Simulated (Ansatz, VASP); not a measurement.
V2N3 in VASP and in Ansatz

INCAR

```
PREC     = Accurate       # precision mode
ENCUT    = 520            # plane-wave cutoff, eV
EDIFF    = 1E-6           # SCF threshold, eV
ISMEAR   = 0              # smearing method
SIGMA    = 0.15           # smearing width, eV
LREAL    = False          # projectors in reciprocal space
LASPH    = True           # aspherical terms in the spheres
NELM     = 100            # most SCF steps
ALGO     = Normal         # electronic algorithm
ISIF     = 2              # what is computed and relaxed
LWAVE    = False          # write WAVECAR
LCHARG   = False          # write CHGCAR
GGA      = PS             # functional
NBANDS   = 28             # bands
```

Contents of KPOINTS:

```
Automatic mesh
0
Gamma
  18 18 8
```

POSCAR

```
V2N3
1.0
    2.7797869938      0.0000000000      0.0000000000
   -1.3898934969      2.4073661537      0.0000000000
    0.0000000000      0.0000000000      6.1963538749
V N
2 3
Direct
    0.6666666667      0.3333333333      0.3021155180
    0.3333333333      0.6666666667      0.6978844820
    0.0000000000      0.0000000000      0.5020173154
    0.0000000000      0.0000000000      0.1094572269
    0.0000000000      0.0000000000      0.8945774039
```

Input for Ansatz:

```yaml
crystal:
  lattice:
    - [2.7797869938, 0.0, 0.0]
    - [-1.3898934969, 2.4073661537, 0.0]
    - [0.0, 0.0, 6.1963538749]
  atoms:
    - { symbol: V, position: [0.6666666667, 0.3333333333, 0.302115518] }
    - { symbol: V, position: [0.3333333333, 0.6666666667, 0.697884482] }
    - { symbol: "N", position: [0.0, 0.0, 0.5020173154] }
    - { symbol: "N", position: [0.0, 0.0, 0.1094572269] }
    - { symbol: "N", position: [0.0, 0.0, 0.8945774039] }
basis:
  ecutwfc: 420
kpoints:
  mp_grid: { grid: [18, 18, 8] }
hamiltonian:
  xc: pbesol
scf:
  occupations: { method: gaussian, width: 0.15 }
output:
  forces: true
  stress: true
  eigenvalues: true
```

Change from the starting cell: all N atoms moved +0.013 Å, as atom 3 along Cartesian [0 0 1].

Alike in both runs: task single point; functional PBEsol; k mesh 18 × 18 × 8; occupations gaussian, width 0.15 eV; no spin polarisation.

|  | VASP | Ansatz |
| --- | --- | --- |
| version | VASP 6.6.1 | Ansatz 0.2.0 |
| potentials or method | VASP PAW PBE potentials, release 64 (V_sv, N) | scalar-relativistic, plane waves, PAW |
| plane-wave cutoff (eV) | 520 | 420 |
| valence electrons in the cell | 41 | 41 |

|  | VASP | Ansatz | Ansatz less VASP |
| --- | --- | --- | --- |
| gap on the k mesh at the Fermi level (eV) | none | none | - |
| pressure (GPa) | 0.9 | 0.1 | -0.83 |
| largest component of the traceless stress (GPa) | 0.33 | 0.12 | -0.217 |
| rms of the force components (eV/Å) | 0.169 | 0.166 | -0.0032 |

Atom by atom the forces differ by 0.025 eV/Å (rms over components). A gap of «none» marks a metal or a gap that the smearing closes. The functional is the same, so the differences come from potentials, cutoffs and numerics.

Caveats: the PAW data sets were made with another functional, which shifts forces and pressure a little (VASP); the run has no spin polarisation, though such a crystal can be magnetic.
